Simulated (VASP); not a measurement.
Wanted: the native input for a VASP 6.6.1 run.

```
Task                   : relaxation of the atoms
Functional             : PBE
Potentials or basis    : VASP PAW PBE potentials, release 64 (Ir)
Cutoff                 : 520 eV
k mesh                 : 14 × 14 × 1
Occupations            : methfessel-paxton, width 0.1 eV
Spin                   : no spin polarisation
Dipole correction      : yes
Further INCAR settings : ALGO = Normal; EDIFF = 1e-06; IBRION = 2; EDIFFG = -0.02; NSW = 90
```

The structure of Ir lies in POSCAR:

```
Ir
1.0
    2.7193470000      0.0000000000      0.0000000000
   -1.3596735000      2.3550235400      0.0000000000
    0.0000000000      0.0000000000     28.0064212900
Ir
4
Direct
    0.6666670000      0.3333330000      0.3792799700
    0.3333340000      0.6666660000      0.4597611900
    0.0000000000      1.0000000000      0.5402388100
    0.6666670000      0.3333330000      0.6207200300
```

The cell was built by a generator and needn't be a form met in nature.

One way to write it, as run:

INCAR

```
PREC     = Accurate       # precision mode
ENCUT    = 520            # plane-wave cutoff, eV
EDIFF    = 1E-6           # SCF threshold, eV
ISMEAR   = 1              # smearing method
SIGMA    = 0.1            # smearing width, eV
LREAL    = F              # projectors in reciprocal space
LASPH    = T              # aspherical terms in the spheres
NELM     = 120            # most SCF steps
ALGO     = Normal         # electronic algorithm
ISIF     = 2              # what is computed and relaxed
LWAVE    = F              # write WAVECAR
LCHARG   = F              # write CHGCAR
LDIPOL   = T            
IDIPOL   = 3            
DIPOL    = 0.5 0.5 0.500
GGA      = PE             # functional
IBRION   = 2              # ionic algorithm
NSW      = 90             # ionic steps
EDIFFG   = -0.02          # ionic threshold
KPAR     = 2
```

KPOINTS

```
regular mesh
0
Gamma
  14 14 1
```

Potentials or basis: VASP PAW PBE potentials, release 64 (Ir).

Run with:

```sh
$ cat potpaw_PBE.64/Ir/POTCAR > POTCAR
$ mpirun -np 2 vasp_std > vasp.out
```

It gave:

| Quantity | Value |
| --- | --- |
| Energy gained by relaxing | 8.4 meV/atom |
| Ionic steps | 7 |
| Largest force after relaxing | 0.015 eV/Å |
| Band gap on the k mesh | none (metal or under the smearing width) |

Wall time 4.3 min on 2 MPI ranks on Intel(R) Xeon(R) Platinum 8488C (Sapphire Rapids) (shared host), peak memory 0.31 GiB a rank.
